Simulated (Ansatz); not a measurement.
# Si (Fd-3m): the host for defect calculations, part 2 of 2

Before any defect goes in: Si (Fd-3m) at rest, and how it screens a charge.

Ansatz 0.2.0; plane-wave PAW DFT, PBEsol; relaxation of the host's cell and atoms; PAW set soft_1 (the session's first sound run).

So far, mean electronic dielectric tensor: step 3 (dielectric tensors of the host) 13.3.

### Step 5. Defect free supercell at the zone centre

Level of this step: plane-wave PAW DFT, PBEsol; single point of the defect-free host, a test of the k-point sampling; PAW set soft_1 (Ansatz).

The supercell is run at the zone centre, to see how far that sampling misses the dense mesh.

System of this step: Si (Fd-3m). The cell holds 128 atoms: 128 Si. Its edges and angles: a = 15.368 Å, b = 15.368 Å, c = 15.368 Å, α = 60.0°, β = 60.0°, γ = 60.0°.

pristine.sampling_gamma/input.yaml

```yaml
crystal:
  lattice:
    - [0.0, 10.8669524162, 10.8669524162]
    - [10.8669524162, 0.0, 10.8669524162]
    - [10.8669524162, 10.8669524162, 0.0]
  atoms:
    - { symbol: Si, position: [0.1875, 0.1875, 0.1875] }
    - { symbol: Si, position: [0.125, 0.125, 0.125] }
    - { symbol: Si, position: [0.1875, 0.1875, 0.4375] }
    - { symbol: Si, position: [0.125, 0.125, 0.375] }
    - { symbol: Si, position: [0.1875, 0.1875, 0.6875] }
    - { symbol: Si, position: [0.125, 0.125, 0.625] }
    - { symbol: Si, position: [0.1875, 0.1875, 0.9375] }
    - { symbol: Si, position: [0.125, 0.125, 0.875] }
    - { symbol: Si, position: [0.1875, 0.4375, 0.1875] }
    - { symbol: Si, position: [0.125, 0.375, 0.125] }
    - { symbol: Si, position: [0.1875, 0.4375, 0.4375] }
    - { symbol: Si, position: [0.125, 0.375, 0.375] }
    - { symbol: Si, position: [0.1875, 0.4375, 0.6875] }
    - { symbol: Si, position: [0.125, 0.375, 0.625] }
    - { symbol: Si, position: [0.1875, 0.4375, 0.9375] }
    - { symbol: Si, position: [0.125, 0.375, 0.875] }
    - { symbol: Si, position: [0.1875, 0.6875, 0.1875] }
    - { symbol: Si, position: [0.125, 0.625, 0.125] }
    - { symbol: Si, position: [0.1875, 0.6875, 0.4375] }
    - { symbol: Si, position: [0.125, 0.625, 0.375] }
    - { symbol: Si, position: [0.1875, 0.6875, 0.6875] }
    - { symbol: Si, position: [0.125, 0.625, 0.625] }
    - { symbol: Si, position: [0.1875, 0.6875, 0.9375] }
    - { symbol: Si, position: [0.125, 0.625, 0.875] }
    - { symbol: Si, position: [0.1875, 0.9375, 0.1875] }
    - { symbol: Si, position: [0.125, 0.875, 0.125] }
    - { symbol: Si, position: [0.1875, 0.9375, 0.4375] }
    - { symbol: Si, position: [0.125, 0.875, 0.375] }
    - { symbol: Si, position: [0.1875, 0.9375, 0.6875] }
    - { symbol: Si, position: [0.125, 0.875, 0.625] }
[... 92 atom lines left out ...]
    - { symbol: Si, position: [0.9375, 0.9375, 0.4375] }
    - { symbol: Si, position: [0.875, 0.875, 0.375] }
    - { symbol: Si, position: [0.9375, 0.9375, 0.6875] }
    - { symbol: Si, position: [0.875, 0.875, 0.625] }
    - { symbol: Si, position: [0.9375, 0.9375, 0.9375] }
    - { symbol: Si, position: [0.875, 0.875, 0.875] }
basis:
  ecutwfc: 420
  xc_grid: 2
hamiltonian:
  xc: pbesol
  pseudopotentials: { kind: paw, azcp: { folder: soft_1 }, xc_functional: pbe }
kpoints:
  mp_grid: { grid: [1, 1, 1] }
scf:
  occupations: { method: fermi_dirac, width: 0.01 }
  max_iter: 100
  lower_state_search: "off"
checkpoint:
  write: "../pristine.sampling_gamma.run"
  compress: false
  write_wavefunctions: false
  write_every: 100000
```

The run is started by

```
ansatz run input.yaml --threads 32 --pin off --max-ram 84787MiB --backend cuda --events-out ev --progress --plain --runs-dir out --max-vram 78GiB
```

Numbers of over 12 decimals in the logs are rounded to 6 here.

Output:

```text
[...]
GPU FFT provider: cuFFT
GPU libraries: cuBLAS 13.8.1, cuFFT 12.4.0, cuSOLVER 12.3.2
[...]
Crystal: 128 atoms, lattice volume = 2566.571 Å³
Basis set: ecut = 420 eV, 50237 PW (Γ), exchange–correlation on 216×216×216 points (8 copies of the dense FFT grid, shifted against one another)
Bands: 384, of which v1, the nominal top of the filled ones, is band 256 counted from 1 (255 counted from 0)
Symmetry: 3072 space group operations
[...]
k-points: 1
[...]
GPU buffer pool allocated for 1259712 grid points (all kernels)
[...]
SCF iter   1: F=—  HF=-79554.292035 eV  |Δ(HF+E_count)|=         —  Δρ=4.78e-2  dr2=5.31e1  Hψ=1923
[...]
SCF iter   4: F=—  HF=-79538.633745 eV  |Δ(HF+E_count)|=   9.87e-2  Δρ=4.50e-4  dr2=9.63e-3  Hψ=524
automatic band count: iteration 4 solves 297 bands in place of 384: the levels show a gap, and the empty bands left out lie too high to hold charge; the band table lists the bands solved (type scf.n_extra_bands for more)
SCF iter   5: F=—  HF=-79538.638116 eV  |Δ(HF+E_count)|=   4.37e-3  Δρ=6.17e-5  dr2=6.85e-5  Hψ=524
[...]
SCF iter   7: F=-79538.639421 eV  HF=-79538.639421 eV  |Δ(HF+E_count)|=   1.99e-6  Δρ=6.06e-7  dr2=8.54e-9  Hψ=748
SCF 1 converged in 7 iterations: F = -79538.639421 eV  dr2 = 8.54e-9
[...]
SCF converged after 7 iterations
Free energy (F): -79538.639421 eV
[...]
Internal energy: -79538.639421 eV  (E = F + TS)
E sigma→0 (E₀):  -79538.639421 eV
Fermi energy:    6.486136 eV
[...]
```

Elapsed: 1.4 s, on 1 × NVIDIA GB200 with 32 threads of Arm Neoverse V2, shared host; peak memory 1.2 GiB.

### Step 6. Defect free supercell at the quarter point

The supercell is run at one point off the zone centre, to see how far that sampling misses the dense mesh.

pristine.sampling_quarter/input.yaml, as its differences from pristine.sampling_gamma/input.yaml of step 5:

```diff
@@ -50,3 +50,3 @@
 kpoints:
-  mp_grid: { grid: [1, 1, 1] }
+  mp_grid: { grid: [1, 1, 1], shift: [0.25, 0.25, 0.25] }
 scf:
@@ -56,3 +56,3 @@
 checkpoint:
-  write: "../pristine.sampling_gamma.run"
+  write: "../pristine.sampling_quarter.run"
   compress: false
```

Output:

```text
[...]
GPU FFT provider: cuFFT
GPU libraries: cuBLAS 13.8.1, cuFFT 12.4.0, cuSOLVER 12.3.2
[...]
Crystal: 128 atoms, lattice volume = 2566.571 Å³
Basis set: ecut = 420 eV, 50237 PW (Γ), exchange–correlation on 216×216×216 points (8 copies of the dense FFT grid, shifted against one another)
Bands: 384, of which v1, the nominal top of the filled ones, is band 256 counted from 1 (255 counted from 0)
Symmetry: 768 space group operations
k-points: 1
[...]
GPU buffer pool allocated for 1259712 grid points (all kernels)
[...]
SCF iter   1: F=—  HF=-79559.971589 eV  |Δ(HF+E_count)|=         —  Δρ=4.69e-2  dr2=5.05e1  Hψ=2078
[...]
SCF iter   7: F=-79545.258537 eV  HF=-79545.258537 eV  |Δ(HF+E_count)|=   6.56e-7  Δρ=4.75e-7  dr2=7.99e-9  Hψ=740
SCF 1 converged in 7 iterations: F = -79545.258537 eV  dr2 = 7.99e-9
[...]
SCF converged after 7 iterations
Free energy (F): -79545.258537 eV
[...]
Internal energy: -79545.258537 eV  (E = F + TS)
E sigma→0 (E₀):  -79545.258537 eV
Fermi energy:    6.436792 eV
[...]
```

The job ended after 1.6 s (1 × NVIDIA GB200 with 32 threads; peak memory 1.4 GiB; 3.7 s of CPU time).

### Step 7. Outcome

| Item | Value |
| --- | --- |
| primitive cell vectors, lengths | 3.842, 3.842, 3.842 Å |
| electronic dielectric constant | 13.28 |
| static dielectric constant | 13.28 |
| gap on the k-mesh of the response run (PBEsol) | 0.51 eV |
| energy an atom at the zone centre alone less that on the dense mesh | 0.098 eV |
| energy an atom at one point at (¼, ¼, ¼) less that on the dense mesh | 0.046 eV |

What this shows: Step 2: The cell shrank by 0.6 % in volume. The k-mesh can miss the band edges, so this gap is an upper bound at this level. All at zero temperature.

Calculation against experiment:

| quantity | measured | PBEsol |
| --- | --- | --- |
| band gap (gap on the k-mesh) (eV) | 1.12 | 0.47 (-0.65 eV) |

Measured values from pmc:6179974 (2018).

**Verdict.** The band gap is off by -0.65 eV. Local and semilocal functionals usually give gaps below the measured ones. The computed gap is read on a k-mesh, which can miss the band edges. An optical gap can lie under the band gap by the exciton's binding. Zero-point and thermal motion shift the measured gap.

[Logs are printed without paths, hosts, clocks, repeated set-up lines and the standing remarks that a program may print on its own settings, such as how far it seeks lower states.]

[Hosts, paths, dates, database ids (printed as entryN), source tags and the programs' standing remarks are cut or masked in the printed files.]

[Runs of the host that timed out are not shown.]

[For some hosts the program warned that the k-mesh of the response run may be too coarse for force constants and the static dielectric constant; such warnings are not always shown.]

[The program warned that the k-mesh of a response run behind this text may be too coarse: force constants, and the static dielectric constant and all else formed from them, are not shown converged.]
